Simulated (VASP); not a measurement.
GaN:

```
Ga N
1.0
     3.18000    0.00000    0.00000
    -1.59000    2.75396    0.00000
     0.00000    0.00000    5.16600
Ga N
2 2
Cartesian
  1.5900 0.9180 2.5830
  0.0000 1.8360 0.0000
  1.5900 0.9180 4.5203
  0.0000 1.8360 1.9373
```

Base run:

```yaml
Program: VASP 6.6.1
Functional: rSCAN
Potentials_or_basis: VASP PAW PBE potentials, release 64 (Ga_d, N)
Cutoff: 520 eV
k_mesh: 10 × 10 × 5
Occupations: fermi-dirac, width 0.05 eV
Spin: no spin polarisation
```

Its results: band gap on the k mesh 2.39 eV, direct; pressure 1.6 GPa; largest force 0.156 eV/Å.

Question: The run is repeated on the same cell with these changes: functional from rSCAN to SCAN. What comes out?

Answer: Band gap on the k mesh 2.27 eV, direct; pressure 1.4 GPa; largest force 0.117 eV/Å.

Caveats: the PAW data sets were made with another functional, which shifts forces and pressure a little.
